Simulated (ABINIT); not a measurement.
MoS2:

```
CELL_PARAMETERS angstrom
1.58000 0.91221 6.15000
-1.58000 0.91221 6.15000
0.00000 -1.82443 6.15000
ATOMIC_POSITIONS crystal
Mo 0.00000 0.00000 0.00000
S 0.41700 0.41700 0.41700
S 0.25000 0.25000 0.25000
```

Measurements of this composition are mostly on another form, of space group No. 194.

Base run:

```yaml
Program: ABINIT 10.8.3 (patched build)
Functional: PBE
Potentials_or_basis: PseudoDojo NC SR PBE v0.4.1 standard
Cutoff: 952 eV
k_mesh: 8 × 8 × 8
Occupations: fermi-dirac, width 0.05 eV
Spin: no spin polarisation
```

Its results: band gap on the k mesh 1.03 eV, indirect (least direct gap 2.02 eV); pressure 5.1 GPa; largest force 0.530 eV/Å.

Question: After a change of settings the same cell gave: band gap on the k mesh 0.96 eV, indirect (least direct gap 2.02 eV); pressure -2.6 GPa; largest force 0.092 eV/Å. Which change was it?
A. functional from PBE to PBEsol; potentials or basis from PseudoDojo NC SR PBE v0.4.1 standard to PseudoDojo NC SR PBEsol v0.4.1 standard; cutoff from 952 eV to 980 eV
B. cutoff from 952 eV to 1088 eV
C. functional from PBE to LDA; potentials or basis from PseudoDojo NC SR PBE v0.4.1 standard to PseudoDojo NC SR LDA v0.4.1 standard
D. potentials or basis from PseudoDojo NC SR PBE v0.4.1 standard to PseudoDojo NC SR PBE v0.5 stringent; cutoff from 952 eV to 980 eV

Answer: C.

Not every run made on this cell is shown here.
